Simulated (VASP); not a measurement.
# Ge (Fd-3m) in VASP: settings compared, part 2 of 2

VASP 6.6.1. Earlier steps stand in the parts before.

### Step 3. Relaxation of cell and atoms, vdW-DF2

Input file INCAR:

```
  PREC = Accurate
  ENCUT = 600
  EDIFF = 1E-6
  ISMEAR = -1
  SIGMA = 0.05
  LREAL = False
  LASPH = True
  NELM = 60
  ALGO = Normal
  ISIF = 3
  LWAVE = False
  LCHARG = False
  GGA = ML
  LUSE_VDW = True
  AGGAC = 0.0
  ZAB_VDW = -1.8867
  IBRION = 2
  NSW = 40
  EDIFFG = -0.01
```

Input file KPOINTS:

```
Automatic mesh
0
Gamma
  8 8 8
```

Input file POSCAR:

```
Ge
1.0
    0.0000000000      2.8289100000      2.8289100000
    2.8289100000      0.0000000000      2.8289100000
    2.8289100000      2.8289100000      0.0000000000
Ge
2
Direct
    0.7500000000      0.7500000000      0.7500000000
    0.5000000000      0.5000000000      0.5000000000
```

Potentials or basis: VASP PAW PBE potentials, release 64 (Ge_d).

Command:

```
cat potpaw_PBE.64/Ge_d/POTCAR > POTCAR
mpirun -np 1 vasp_std > vasp.out
```

OUTCAR:

```text
PREC = Accurate
   ENCUT = 600
   EDIFF = 1E-6
   ISMEAR = -1
   LREAL = False
   LASPH = True
   NELM = 60
   ISIF = 3
   GGA = ML
   IBRION = 2
   NSW = 40
   EDIFFG = -0.01

 ion  position               nearest neighbor table
   1  0.750  0.750  0.750-   2 2.45   2 2.45   2 2.45   2 2.45
   2  0.500  0.500  0.500-   1 2.45   1 2.45   1 2.45   1 2.45

  LATTYP: Found a face centered cubic cell.
 ALAT       =     5.6578200000

  Lattice vectors:

 A1 = (   0.0000000000,   2.8289100000,   2.8289100000)
 A2 = (   2.8289100000,   0.0000000000,   2.8289100000)
 A3 = (   2.8289100000,   2.8289100000,   0.0000000000)

Analysis of symmetry for initial positions (statically):
=====================================================================
 Subroutine PRICEL returns:
 Original cell was already a primitive cell.

 Routine SETGRP: Setting up the symmetry group for a
 face centered cubic supercell.

 Subroutine GETGRP returns: Found 48 space group operations
 (whereof 24 operations were pure point group operations)
 out of a pool of 48 trial point group operations.

The static configuration has the point symmetry T_d .
 The point group associated with its full space group is O_h .

Analysis of symmetry for dynamics (positions and initial velocities):
=====================================================================
 Subroutine PRICEL returns:
 Original cell was already a primitive cell.

 Routine SETGRP: Setting up the symmetry group for a
 face centered cubic supercell.

 Subroutine GETGRP returns: Found 48 space group operations
 (whereof 24 operations were pure point group operations)
 out of a pool of 48 trial point group operations.

The dynamic configuration has the point symmetry T_d .
 The point group associated with its full space group is O_h .

 Subroutine INISYM returns: Found 48 space group operations
 (whereof 24 operations are pure point group operations),
 and found     1 'primitive' translations

----------------------------------------------------------------------------------------

                                     Primitive cell

[... 104 lines left out ...]
   EFERMI =   0.00;   METHOD = LEGACY
   ISMEAR =    -1;   SIGMA  =   0.05  broadening in eV -4-tet -1-fermi 0-gaus
   EFERMI_NEDOS =   21; number of points for ismear=-14 and -15
   IALGO  =     38    algorithm
   IMIX   =      4    mixing-type and parameters
     AMIX     =   0.40;   BMIX     =  1.00
     AMIX_MAG =   1.60;   BMIX_MAG =  1.00
  volume/ion in A,a.u.               =      22.64       152.78
  Fermi-wavevector in a.u.,A,eV,Ry     =   1.394756  2.635708 26.468033  1.945346
  Thomas-Fermi vector in A             =   2.518275
   LORBIT       =      0    0 simple, 1 ext, 2 COOP (PROOUT), +10 PAW based schemes
   GGA     = ML    functional components
   LHFCALC =     F    Hartree Fock is set to
   AEXX    =    0.0000 exact exchange contribution
   IVDW_NL    =     1    kernel type
   BPARAM     = 6.3000
   IVDW    =     0    specifies the selected vdW correction
   LEPSILON=     F    determine dielectric tensor
   LRPA    =     F    only Hartree local field effects (RPA)
 conjugate gradient relaxation of ions
 non-spin polarized calculation
  energy-cutoff  :      600.00
  volume of cell :       45.28
 maximum number of plane-waves:      1540
   NGX = 15   NGY = 15   NGZ = 15

--------------------------------------- Ionic step        1  -------------------------------------------

 number of electron      28.0000013 magnetization

 Free energy of the ion-electron system (eV)
  ---------------------------------------------------
  ext. energy  EPLUGINS =         0.00000000
  ---------------------------------------------------
  free energy    TOTEN  =        -1.49212079 eV

  energy without entropy =       -1.49122269  energy(sigma->0) =       -1.49167174

 E-fermi :   5.0477     XC(G=0):  -9.7168

 val. band max:        4.7305218906   @ k =   0.1250   0.0000   0.0000
 cond. band min:       5.0591484088   @ k =   0.0000   0.0000   0.0000
 fundamental gap:      0.3286265183
 Fermi energy:         5.0476618886

 k-point     1 :       0.0000    0.0000    0.0000
  band No.  band energies     occupation
      1     -19.7601      2.00000
      2     -19.7601      2.00000
      3     -19.7601      2.00000
      4     -19.7243      2.00000
      5     -19.7243      2.00000
      6     -19.5123      2.00000
[... 604 lines left out ...]
  energy  without entropy=       -1.6828413633  energy(sigma->0) =       -1.68491070

Total vdW correction in eV:      5.0660330

[... ionic steps 4 to 8 ...]

--------------------------------------- Ionic step        9  -------------------------------------------

 number of electron      28.0000023 magnetization

------------------------ aborting loop because EDIFF is reached ----------------------------------------
[... 71 lines left out ...]
--------------------------------------- Ionic step       11  -------------------------------------------

 number of electron      28.0000025 magnetization

 Free energy of the ion-electron system (eV)
  ---------------------------------------------------
  ext. energy  EPLUGINS =         0.00000000
  ---------------------------------------------------
  free energy    TOTEN  =        -1.68699783 eV

  energy without entropy =       -1.68285405  energy(sigma->0) =       -1.68492594

 E-fermi :   3.3937     XC(G=0):  -9.0658

 val. band max:        3.3714496287   @ k =   0.3750   0.0000   0.0000
 cond. band min:       3.6233467539   @ k =   0.0000   0.0000   0.0000
 fundamental gap:      0.2518971252
 Fermi energy:         3.3937169877

 k-point     1 :       0.0000    0.0000    0.0000
  band No.  band energies     occupation
      1     -21.0184      2.00000
      2     -21.0184      2.00000
      3     -21.0184      2.00000
      4     -20.9921      2.00000
      5     -20.9921      2.00000
      6     -20.8522      2.00000
[... 528 lines left out ...]
  energy  without entropy=       -1.6828540528  energy(sigma->0) =       -1.68492594

Total vdW correction in eV:      5.0665933

 reached required accuracy - stopping structural energy minimisation
```

OSZICAR:

```text
N       E                     dE             d eps       ncg     rms          rms(c)
DAV:   1     0.186423895063E+03    0.18642E+03   -0.16920E+04  1074   0.465E+03
DAV:   2     0.215734179137E+02   -0.16485E+03   -0.16214E+03  1044   0.575E+02
DAV:   3    -0.874645478658E+00   -0.22448E+02   -0.22260E+02  1186   0.157E+02
[... 77 lines left out ...]
DAV:   1    -0.168770199216E+01   -0.75135E-03   -0.10286E-02  1380   0.203E+00    0.152E-01
DAV:   2    -0.168717501445E+01    0.52698E-03   -0.77232E-04  1332   0.548E-01    0.767E-02
DAV:   3    -0.168701174243E+01    0.16327E-03   -0.29953E-04  1360   0.303E-01    0.139E-02
DAV:   4    -0.168699774631E+01    0.13996E-04   -0.30413E-05  1306   0.112E-01    0.321E-03
DAV:   5    -0.168699782628E+01   -0.79976E-07   -0.12614E-06   532   0.211E-02
  11 F= -.16869978E+01 E0= -.16849259E+01  d E =-.116356E-03
```

Run time: 9.9 min. Hardware: 1 thread of Intel Xeon Platinum 8488C (Sapphire Rapids), shared host; peak memory 0.38 GiB.

What came out:

```yaml
Free_energy: -1.6870 eV
Relaxed_volume: 26.50 Å³/atom
Relaxed_cell: a = 4.216 Å, b = 4.216 Å, c = 4.216 Å, α = 60.00°, β = 60.00°, γ = 60.00°
Space_group_after_relaxing_to_0.05_Å: Fd-3m (No. 227)
Energy_gained_by_relaxing: 97.4 meV/atom
Ionic_steps: 11
Pressure_after_relaxing: 0.0 GPa
Band_gap_on_the_k_mesh: none (metal or under the smearing width)
```

Step by step:
```csv
step,energy change (eV),largest force (eV/Å),pressure (GPa),volume (Å³)
1,0.0000,0.0000,9.48,45.28
2,-0.1895,0.0000,-1.08,54.63
3,-0.1949,0.0000,-0.07,52.96
4,-0.1947,0.0000,0.40,52.79
5,-0.1947,0.0000,0.19,52.82
6,-0.1948,0.0000,0.17,52.84
7,-0.1948,0.0000,0.23,52.84
8,-0.1948,0.0000,0.20,52.85
9,-0.1948,0.0000,0.15,52.87
10,-0.1948,0.0000,0.08,52.91
11,-0.1949,0.0000,-0.03,52.99
```

Final structure:
```xyz
2
Lattice="0.0000 2.9812 2.9812 2.9812 0.0000 2.9812 2.9812 2.9812 0.0000" Properties=species:S:1:pos:R:3 pbc="T T T"
Ge    4.4718    4.4718    4.4718
Ge    2.9812    2.9812    2.9812
```

Caveat: the volume moved by over 15 % at a fixed basis, so the end points are rough; the PAW data sets were made with another functional, which shifts forces and pressure a little; the volume moved by +17 % from the deposited cell, more than functionals usually miss; this crystal is a semiconductor, whose small gap the functional closes, so the metal is an error of the method.

### Step 4. The reference run

An earlier run on the cell as given: functional PBEsol; potentials or basis VASP PAW PBE potentials, release 64 (Ge_d); cutoff 520 eV; k mesh 8 × 8 × 8; occupations fermi-dirac, width 0.05 eV; no spin polarisation.

* Pressure: 0.5 GPa
* Band gap on the k mesh: none (metal or under the smearing width)

### Step 5. Overview

| task | level | cell | cutoff (eV) | smearing | ladder | gap on the mesh (eV) | pressure (GPa) |
| --- | --- | --- | --- | --- | --- | --- | --- |
| single point | PBE | as given | 520 | gaussian 0.013 eV | - | 0.03 | 3.5 |
| relaxation of cell and atoms | vdW-DF2 | relaxed | 600 | fermi-dirac 0.05 eV | - | none | 0.0 |
| single point | PBEsol | as given | 520 | fermi-dirac 0.05 eV | free | none | 0.5 |

Alike in all rows: potentials or basis VASP PAW PBE potentials, release 64 (Ge_d); no spin polarisation; k mesh 8 × 8 × 8.

Caveats: the PAW data sets were made with another functional, which shifts forces and pressure a little (some runs); this crystal is a semiconductor, whose small gap the functional closes, so the metal is an error of the method (some runs); the volume moved by over 15 % at a fixed basis, so the end points are rough (some runs); the volume moved by +17 % from the deposited cell, more than functionals usually miss (some runs).

Absolute energies hang on the potentials; compare differences alone.

### Step 6. Against experiment

Step 2. Against the measured gap of Ge, 0.744 eV (indirect; 0 K; “Temperature-dependent photoluminescence in Ge: experiment and theory”, 2020, arxiv:2003.00143), the calculated 0.03 eV is off by -0.71 eV. 3 values of this kind are on record (0.666 to 0.807 eV); this one was drawn at random among those near their median. Spin-orbit coupling on Ge is left out. The value is that of PBE on a finite k mesh, which can miss the band edges, without temperature or zero-point motion. Semilocal functionals fall short of measured gaps as a rule.

Step 3. The cell as given is a measured one (22.64 Å³/atom); vdW-DF2 puts the equilibrium volume +17.0 % from it, thermal expansion not counted.
